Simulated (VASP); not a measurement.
Here is a VASP 6.6.1 calculation.

File INCAR:

```
SYSTEM = Si2W
PREC = Accurate
ENCUT = 600
EDIFF = 1E-6
ISMEAR = 1
SIGMA = 0.1
LREAL = .FALSE.
LASPH = .TRUE.
NELM = 80
ALGO = Normal
ISIF = 3
LWAVE = .FALSE.
LCHARG = .FALSE.
GGA = PE
IBRION = 2
NSW = 90
EDIFFG = -0.01
```

The input KPOINTS:

```
Automatic mesh
0
G
  16 16 16
  0 0 0
```

Contents of POSCAR:

```
Si2W
1.0
   -1.6069000000      1.6069000000      3.9149500000
    1.6069000000     -1.6069000000      3.9149500000
    1.6069000000      1.6069000000     -3.9149500000
Si W
2 1
Direct
    0.3347000000      0.3347000000      0.0000000000
    0.6653000000      0.6653000000      0.0000000000
    0.0000000000      0.0000000000      0.0000000000
```

Potentials or basis: VASP PAW PBE potentials, release 64 (Si, W_sv).

Run with:

```console
$ cat potpaw_PBE.64/Si/POTCAR potpaw_PBE.64/W_sv/POTCAR > POTCAR
$ mpirun -np 1 vasp_std > vasp.out
```

Predict the relaxed cell.

a = 4.548 Å, b = 4.548 Å, c = 4.548 Å, α = 138.41°, β = 138.41°, γ = 60.27°.

What does it give for the band gap on the k mesh?

None (metal or under the smearing width).

What does it give for the relaxed volume?

13.67 Å³/atom.

Forces on the atoms (eV/Å):
```
Si   0.000  0.000 -0.003
Si   0.000  0.000  0.003
W    0.000  0.000  0.000
```

The run has no spin-orbit coupling, so splittings on W are missing. Zero-point motion and thermal expansion aren't in these numbers.
